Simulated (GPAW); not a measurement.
# YN (Fm-3m) in GPAW: settings compared

One crystal, YN, is run at these levels: BP86, PBE+U; tasks: electron localisation function, single point.

Program: GPAW 26.7.0. These are calculated values, not measurements. Logs are shortened: lines on timing, memory, paths and dates and some standing lists are left out, and cuts for length are marked. The log counts tension as positive stress, the text compression.

**1. Starting point**

Symmetry: Fm-3m, No. 225, cubic system. The conventional cell has a = 4.877 Å, b = 4.877 Å, c = 4.877 Å, α = 90.00°, β = 90.00°, γ = 90.00°. Around Y (site symmetry m-3m) lie 6 N at 2.44 Å. N (site symmetry m-3m) has 6 Y at 2.44 Å as nearest neighbours.

**2. Electron localisation function, BP86**

The input, run.py:

```python
from ase.dft.bandgap import bandgap
from ase.io import write
from ase.spacegroup import crystal
from ase.units import Bohr, GPa
from gpaw import GPAW, PW, setup_paths
from gpaw.elf import elf_from_dft_calculation

setup_paths.insert(0, '.')

# Y 4a
# N 4b
atoms = crystal(['Y', 'N'],
                basis=[[0.0, 0.0, 0.0],
                       [0.5, 0.0, 0.0]],
                spacegroup=225, setting=1,  # Fm-3m
                cellpar=[4.877, 4.877, 4.877, 90.0, 90.0, 90.0],
                primitive_cell=True)

calc = GPAW(mode=PW(680),
            xc='GGA_X_B88+GGA_C_P86',
            kpts={'size': (5, 5, 5), 'gamma': True},
            occupations={'name': 'fermi-dirac', 'width': 0.01},
            nbands=18,
            convergence={'density': 1e-05, 'energy': 1e-05},
            maxiter=150,
            txt='gpaw.txt')
atoms.calc = calc
energy = atoms.get_potential_energy()
forces = atoms.get_forces()
stress = atoms.get_stress()
calc.write('gs.gpw')
write('result.traj', atoms)
print(f'Energy: {energy:.6f} eV')
print('Forces (eV/A):')
print(forces.round(4))
print('Stress (GPa):', (stress / GPa).round(3))
print('Fermi level:', round(calc.get_fermi_level(), 4), 'eV')
print(f'Gap: {bandgap(calc)[0]:.4f} eV, direct: {bandgap(calc, direct=True)[0]:.4f} eV')

# fields on the real-space grid
write('density.cube', atoms, data=calc.get_pseudo_density() * Bohr**3)
write('potential.cube', atoms, data=calc.get_electrostatic_potential())
write('elf.cube', atoms, data=elf_from_dft_calculation(calc).data)
```

Potentials or basis: PAW data sets generated in the run's folder for this functional, pw.

On the command line:

```console
$ gpaw-setup -f GGA_X_B88+GGA_C_P86 N Y
$ OMP_NUM_THREADS=1 python run.py
```

gpaw.txt:

```text
__  _  _
 | _ |_)|_||  |
 |__||  | ||/\| - 26.7.0

Input parameters:
  mode=PW(ecut=680.0),
  convergence={'density': 1e-05, 'energy': 1e-05},
  kpts=MonkhorstPack(size=(5, 5, 5), gamma=True),
  maxiter=150,
  nbands=18,
  occupations=Occupations(name='fermi-dirac', width=0.01),
  xc=XC(name='GGA_X_B88+GGA_C_P86')

Diagonalizing LCAO Hamiltonian
Converting LCAO to pw mode

               N

       Y

Atoms  # Å, Bohr magnetons
|   | symbol |        x |        y |        z |    initial magnetic moments |
|---|--------|----------|----------|----------|-----------------------------|
| 0 |      Y | 0.000000 | 0.000000 | 0.000000 | ( 0.0000,  0.0000,  0.0000) |
| 1 |      N | 2.438500 | 2.438500 | 2.438500 | ( 0.0000,  0.0000,  0.0000) |

Unit cell  # Å
| periodic |        x |        y |        z |  lengths |    angles |
|----------|----------|----------|----------|----------|-----------|
|      yes | 0.000000 | 2.438500 | 2.438500 | 3.448560 | 60.000000 |
|      yes | 2.438500 | 0.000000 | 2.438500 | 3.448560 | 60.000000 |
|      yes | 2.438500 | 2.438500 | 0.000000 | 3.448560 | 60.000000 |

Number of symmetries: 48
Symmetry operations  # r_c * U_cc + t_c -> r_c
|    | kind |            matrix            |
|----|------|------------------------------|
|  0 |  σ   |  1, 0, 0,  1, 0,-1,  1,-1, 0 |
|  1 |  C2  |  1, 0, 0,  1,-1, 0,  1, 0,-1 |
|  2 |  E   |  1, 0, 0,  0, 1, 0,  0, 0, 1 |
|  3 |  σ   |  1, 0, 0,  0, 0, 1,  0, 1, 0 |
|  4 |  C4  |  1, 0,-1,  1, 0, 0,  1,-1, 0 |
|  5 |  S6  |  1, 0,-1,  1,-1, 0,  1, 0, 0 |
|  6 |  σ   |  1, 0,-1,  0, 1,-1,  0, 0,-1 |
|  7 |  C3  |  1, 0,-1,  0, 0,-1,  0, 1,-1 |
|  8 |  S6  |  1,-1, 0,  1, 0, 0,  1, 0,-1 |
|  9 |  C4  |  1,-1, 0,  1, 0,-1,  1, 0, 0 |
| 10 |  C3  |  1,-1, 0,  0,-1, 1,  0,-1, 0 |
| 11 |  σ   |  1,-1, 0,  0,-1, 0,  0,-1, 1 |
| 12 |  σ   |  0, 1, 0,  1, 0, 0,  0, 0, 1 |
| 13 |  C4  |  0, 1, 0,  0, 1,-1, -1, 1, 0 |
| 14 |  C3  |  0, 1, 0,  0, 0, 1,  1, 0, 0 |
| 15 |  S6  |  0, 1, 0, -1, 1, 0,  0, 1,-1 |
| 16 |  C2  |  0, 1,-1,  1, 0,-1,  0, 0,-1 |
| 17 |  σ   |  0, 1,-1,  0, 1, 0, -1, 1, 0 |
| 18 |  S4  |  0, 1,-1,  0, 0,-1,  1, 0,-1 |
| 19 |  C4  |  0, 1,-1, -1, 1, 0,  0, 1, 0 |
| 20 |  C3  |  0, 0, 1,  1, 0, 0,  0, 1, 0 |
| 21 |  σ   |  0, 0, 1,  0, 1, 0,  1, 0, 0 |
| 22 |  S6  |  0, 0, 1,  0,-1, 1, -1, 0, 1 |
| 23 |  C4  |  0, 0, 1, -1, 0, 1,  0,-1, 1 |
| 24 |  S4  |  0, 0,-1,  1, 0,-1,  0, 1,-1 |
| 25 |  C3  |  0, 0,-1,  0, 1,-1,  1, 0,-1 |
| 26 |  C2  |  0, 0,-1,  0,-1, 0, -1, 0, 0 |
| 27 |  S6  |  0, 0,-1, -1, 0, 0,  0,-1, 0 |
| 28 |  S4  |  0,-1, 1,  1,-1, 0,  0,-1, 0 |
| 29 |  C4  |  0,-1, 1,  0, 0, 1, -1, 0, 1 |
| 30 |  C2  |  0,-1, 1,  0,-1, 0,  1,-1, 0 |
| 31 |  σ   |  0,-1, 1, -1, 0, 1,  0, 0, 1 |
| 32 |  C3  |  0,-1, 0,  1,-1, 0,  0,-1, 1 |
| 33 |  S6  |  0,-1, 0,  0, 0,-1, -1, 0, 0 |
| 34 |  S4  |  0,-1, 0,  0,-1, 1,  1,-1, 0 |
| 35 |  C2  |  0,-1, 0, -1, 0, 0,  0, 0,-1 |
| 36 |  C2  | -1, 1, 0,  0, 1, 0,  0, 1,-1 |
| 37 |  S6  | -1, 1, 0,  0, 1,-1,  0, 1, 0 |
| 38 |  S4  | -1, 1, 0, -1, 0, 1, -1, 0, 0 |
| 39 |  C3  | -1, 1, 0, -1, 0, 0, -1, 0, 1 |
| 40 |  S6  | -1, 0, 1,  0, 0, 1,  0,-1, 1 |
| 41 |  C2  | -1, 0, 1,  0,-1, 1,  0, 0, 1 |
| 42 |  C3  | -1, 0, 1, -1, 1, 0, -1, 0, 0 |
| 43 |  S4  | -1, 0, 1, -1, 0, 0, -1, 1, 0 |
| 44 |  C2  | -1, 0, 0,  0, 0,-1,  0,-1, 0 |
| 45 |  i   | -1, 0, 0,  0,-1, 0,  0, 0,-1 |
| 46 |  σ   | -1, 0, 0, -1, 1, 0, -1, 0, 1 |
| 47 |  C2  | -1, 0, 0, -1, 0, 1, -1, 1, 0 |

BZ-sampling:
  Number of BZ points: 125
  Number of IBZ points: 10

  Monkhorst-Pack size: [5, 5, 5]
  Monkhorst-Pack shift: [0, 0, 0]

K-points  # in reciprocal-cell coordinates
|   |                                coordinates |     weight |
|---|--------------------------------------------|------------|
| 0 | (  0.00000000,   0.00000000,   0.00000000) | 0.00800000 |
| 1 | (  0.20000000,   0.20000000,   0.00000000) | 0.04800000 |
| 2 | (  0.20000000,   0.20000000,   0.20000000) | 0.06400000 |
| 3 | (  0.40000000,   0.20000000,  -0.20000000) | 0.19200000 |
| 4 | (  0.40000000,   0.20000000,   0.20000000) | 0.09600000 |
| 5 | (  0.40000000,   0.40000000,  -0.40000000) | 0.19200000 |
| 6 | (  0.40000000,   0.40000000,  -0.20000000) | 0.09600000 |
| 7 | (  0.40000000,   0.40000000,   0.00000000) | 0.04800000 |
| 8 | (  0.40000000,   0.40000000,   0.20000000) | 0.19200000 |
| 9 | (  0.40000000,   0.40000000,   0.40000000) | 0.06400000 |

Plane wave coefficients: 1211
Cutoff: 680.0 eV

Spin-components: 1 (collinear spins)
Bands:           18
Projectors:      11
Spin-degeneracy: 2
Datatype:        complex128

Parallelization:
  kpt:    1
  domain: 1
  band:   1

Density:
  Valence electrons: 16.0
  Components: 1
  Grid points: [21 21 21]
  Charge: 0.0  # |e|

Potential:
  Grid points: [21 21 21]

species:
  Y:
    name:    Yttrium
    Z:       39.0
    valence: 11
    core:    28
    charge:  0.0  # [|e|]
    compensation charges:
      type: gauss
      rc: 0.40  # [Å]
      lmax: 2
    cutoffs:
      filter: 2.39  # [Å]
      core: 1.70  # [Å]
    projectors
    | kind |    occ | energy [eV] | rcut [Å] |
    |------|--------|-------------|----------|
    |   4s |  2.000 |     -48.056 |    1.328 |
    |   5s |  2.000 |      -4.232 |    1.328 |
    |   4p |  6.000 |     -27.992 |    1.318 |
    |   5p |  0.000 |      -1.522 |    1.318 |
    |   4d |  1.000 |      -2.633 |    1.286 |
    |    d |        |      24.578 |    1.286 |

    Using partial waves for Y as LCAO basis

  N:
    name:    Nitrogen
    Z:       7.0
    valence: 5
    core:    2
    charge:  0.0  # [|e|]
    compensation charges:
      type: gauss
      rc: 0.18  # [Å]
      lmax: 2
    cutoffs:
      filter: 1.11  # [Å]
      core: 0.96  # [Å]
    projectors
    | kind |    occ | energy [eV] | rcut [Å] |
    |------|--------|-------------|----------|
    |   2s |  2.000 |     -18.684 |    0.603 |
    |   2p |  3.000 |      -7.185 |    0.529 |
    |    s |        |       8.528 |    0.603 |
    |    p |        |      20.026 |    0.529 |
    |    d |        |       0.000 |    0.577 |

    Using partial waves for N as LCAO basis

Reference energy: -93596.406291  # eV

eigensolver:
  PPCG
  Converge bands: occupied
  niter=2

density mixing:
  MSR1-Mixer
  Pratt-step length: 0.05
  Maximum mixing coefficient: 0.75
  Old densities: 10
  SVD Regularization: 0.005
  Good broyden scale: 1.0
  Trust region scale: 1.0
  Backstep threshold: 4.0
  History deletion threshold: 6.0
  Fourier metric: weight=20.0, sigma=0.015

occupation numbers:
  Fermi-Dirac:
    width: 0.0100  # eV

poisson solver:
  ecut: 5440.0  # eV

xc functional:
  name: GGA_X_B88+GGA_C_P86 with 2 nearest neighbor stencil

convergence criteria:
- Maximum integral of absolute [dens]ity change: 1e-05 electrons / valence electron
- Maximum [total energy] change in last 3 cyles: 1e-05 eV / valence electron
- Maximum integral of absolute [eigenst]ate change: 4e-08 eV^2 / valence electron
maximum number of iterations: 150

SCF iterations
|iter     | |      energy | eigst |  dens |
|---------|-|-------------|-------|-------|
|iter:   1| |  -18.458594 | -0.28 |       |
|iter:   2| |  -17.744244 | -2.14 | -0.81 |
|iter:   3| |  -16.296232 | -1.23 | -0.87 |
|iter:   4| |  -16.290837 | -2.79 | -1.47 |
|iter:   5| |  -16.295241 | -3.14 | -1.66 |
|iter:   6| |  -16.294892 | -4.94 | -2.75 |
|iter:   7| |  -16.294908 | -5.93 | -3.21 |
|iter:   8| |  -16.294909c| -7.09 | -3.74 |
|iter:   9| |  -16.294909c| -7.81c| -4.64 |
|iter:  10| |  -16.294909c| -8.52c| -5.40c|

Converged in 10 steps
Energy contributions relative to reference atoms: (reference = -93596.406291)

Energy contributions:
  Kinetic:          15.653410
  Coulomb:         -15.491036
  Zero:             -0.255028
  External:          0.000000
  Xc:              -16.202255
  Entropy:          -0.000000
  Spinorbit:         0.000000
  ----------------------------
  Free energy:     -16.294909
  Extrapolated:    -16.294909

dipole moment: (-18.171204, -18.171204, -18.171204)  # |e|*Ang

Fermi level: 8.660
Eigenvalues  # (at kpt = [0.000, 0.000, 0.000])
| band index |      eig [eV] | occ [0-2] |
|------------|---------------|-----------|
|          0 |       -32.403 |     2.000 |
|          1 |       -12.055 |     2.000 |
|          2 |       -12.055 |     2.000 |
|          3 |       -12.055 |     2.000 |
|          4 |        -4.433 |     2.000 |
|          5 |         8.470 |     2.000 |
|          6 |         8.470 |     2.000 |
|          7 |         8.470 |     2.000 |
|          8 |        11.585 |     0.000 |
|          9 |        11.585 |     0.000 |
|         10 |        11.585 |     0.000 |
|         11 |        12.765 |     0.000 |
|         12 |        13.565 |     0.000 |
|         13 |        13.565 |     0.000 |
|         14 |        19.517 |     0.000 |
|         15 |        31.893 |     0.000 |
|        ... |               |           |
|         17 |        31.893 |     0.000 |

Gap: 0.390 eV
Transition (v -> c):
  (s=0, k=0, n=7, [0.00, 0.00, 0.00]) -> (s=0, k=7, n=8, [0.40, 0.40, 0.00])
Direct/indirect transitions are different
Direct gap: 0.823 eV
Transition at: (s=0, k=7, n=7, [0.40, 0.40, 0.00])

Forces  # eV/Ang
|       x |        y |        z |
|---------|----------|----------|
| 0.00000 | -0.00000 | -0.00000 |  # Y    0
| 0.00000 | -0.00000 | -0.00000 |  # N    1

Stress tensor  # eV/Ang^3
|         x |         y |         z |
|-----------|-----------|-----------|
| -0.003866 | -0.000000 |  0.000000 |
| -0.000000 | -0.003866 |  0.000000 |
|  0.000000 |  0.000000 | -0.003866 |

# Writing to gs.gpw (mode='')
```

Run time: 10 s. Hardware: 1 thread of Arm Neoverse V1, shared host; peak memory 0.14 GiB.

What came out:

* Free energy: -16.2949 eV
* Pressure: 0.6 GPa
* Band gap on the k mesh: 0.39 eV, indirect (least direct gap 0.82 eV)

Caveat: the k mesh is coarse (spacing up to 0.45 Å⁻¹), so the values aren't converged; the cutoff is short for stress and forces, so pressures can be off by a GPa or more; an odd mesh through Γ misses points on the zone boundary, where band edges often lie.

**3. Single point, PBE+U**

The input, run.py:

```python
from ase.dft.bandgap import bandgap
from ase.io import read, write
from ase.units import GPa
from gpaw import GPAW, PW

atoms = read('YN.cif')

calc = GPAW(mode=PW(650),
            xc='PBE',
            kpts={'size': (8, 8, 8), 'gamma': True},
            occupations={'name': 'fermi-dirac', 'width': 0.05},
            setups={'Y': ':d,3.5'},
            nbands=18,
            maxiter=120,
            txt='gpaw.txt')
atoms.calc = calc
energy = atoms.get_potential_energy()
forces = atoms.get_forces()
stress = atoms.get_stress()
calc.write('gs.gpw')
write('result.traj', atoms)
print(f'Energy: {energy:.6f} eV')
print('Forces (eV/A):')
print(forces.round(4))
print('Stress (GPa):', (stress / GPa).round(3))
print('Fermi level:', round(calc.get_fermi_level(), 4), 'eV')
print(f'Gap: {bandgap(calc)[0]:.4f} eV, direct: {bandgap(calc, direct=True)[0]:.4f} eV')
```

The input, YN.cif:

```cif
data_YN
_cell_length_a 3.44855977
_cell_length_b 3.44855977
_cell_length_c 3.44855977
_cell_angle_alpha 60.00000000
_cell_angle_beta 60.00000000
_cell_angle_gamma 60.00000000
_space_group_name_H-M_alt 'P1'
_space_group_name_Hall 'P 1'
_space_group_IT_number 1
loop_
_space_group_symop_operation_xyz
'x,y,z'
loop_
_atom_site_label
_atom_site_type_symbol
_atom_site_symmetry_multiplicity
_atom_site_Wyckoff_symbol
_atom_site_fract_x
_atom_site_fract_y
_atom_site_fract_z
_atom_site_occupancy
Y1 Y 1 a 0.0000000000 0.0000000000 0.0000000000 1
N1 N 1 a 0.5000000000 0.5000000000 0.5000000000 1
```

Potentials or basis: GPAW PAW data sets (gpaw-data 1.2.1), pw.

On the command line:

```console
$ OMP_NUM_THREADS=1 python run.py
```

Wall time 11 s (1 thread of Arm Neoverse V2, shared host); peak memory 0.15 GiB.

It converged, with:

| Property | Result |
| --- | --- |
| Free energy | -14.8656 eV |
| Pressure | 9.1 GPa |
| Band gap on the k mesh | 0.85 eV, indirect (least direct gap 1.29 eV) |

Levels at points of the mesh, in eV from the valence-band top:
| k point | band 5 | band 6 | band 7 | band 8 | band 9 | band 10 | band 11 | band 12 |
| --- | --- | --- | --- | --- | --- | --- | --- | --- |
| (0.00, 0.00, 0.00) | -12.96 | 0.00 | 0.00 | 0.00 | 3.93 | 4.24 | 4.24 | 4.24 |
| (0.50, 0.50, 0.00) | -12.40 | -1.67 | -0.44 | -0.44 | 0.85 | 8.04 | 8.13 | 9.84 |
| (0.50, 0.50, 0.50) | -11.18 | -4.10 | -2.00 | -2.00 | 6.33 | 6.57 | 7.90 | 7.90 |

Caveat: the cutoff is short for stress and forces, so pressures can be off by a GPa or more.
